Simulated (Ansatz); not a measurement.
## Quadrupolar parameters in Zr3N4

The cell is an entry of the Crystallography Open Database (COD), ions relaxed with PBE at fixed cell.

```
Zr N
1.0
    -3.37000    3.37000    3.37000
     3.37000   -3.37000    3.37000
     3.37000    3.37000   -3.37000
Zr N
6 8
Direct
  0.25000 0.62500 0.37500
  0.37500 0.25000 0.62500
  0.75000 0.87500 0.12500
  0.12500 0.75000 0.87500
  0.62500 0.37500 0.25000
  0.87500 0.12500 0.75000
  0.13742 0.13742 0.13742
  0.86258 0.50000 0.00000
  0.50000 0.00000 0.36258
  0.00000 0.86258 0.50000
  0.36258 0.50000 0.00000
  0.63742 0.63742 0.63742
  0.00000 0.36258 0.50000
  0.50000 0.00000 0.86258
```

Atom numbers follow the list; atoms alike are taken as one site, whose name carries the number of the first.

All values are calculated (Ansatz; DFT, PBE, plane waves and PAW, scalar-relativistic, 420 eV cutoff, Γ-centred 6×6×6 k-points, Fermi–Dirac smearing 0.02 eV), not measured.

V_zz is the principal component of the electric field gradient with the largest magnitude, η = (V_xx − V_yy)/V_zz and C_Q = eQV_zz/h.

Zr-91: I = 5/2, Q = -176.0 mb; N-14: I = 1, Q = 20.44 mb. Q values from Pyykkö, Mol. Phys. 116, 1328 (2018).

Task: Give the quadrupolar parameters of the distinct sites.

Result: 

```
site  atoms (order as listed)          first shell  V_xx, V_yy, V_zz (10²¹ V/m²)     η  C_Q (MHz)
  Zr         1, 2, 3, 4, 5, 6   8 N at 2.23–2.44 Å            -4.99, -4.99, 9.98  0.00      -42.5
   N   7, 8, 9, 10, 11, 12, …  6 Zr at 2.23–2.44 Å            -0.29, -0.29, 0.57  0.00      0.283
```

An axis of threefold or higher order runs through Zr and N, so V_zz lies along it and η is zero.

Without spin–orbit coupling (the program notes it for Zr) the gradients can shift somewhat, as the gap is small. With a gap of 0.7 eV on this mesh, small gradients can still move by 0.1 × 10²¹ V/m² or more as the k-mesh gets denser.
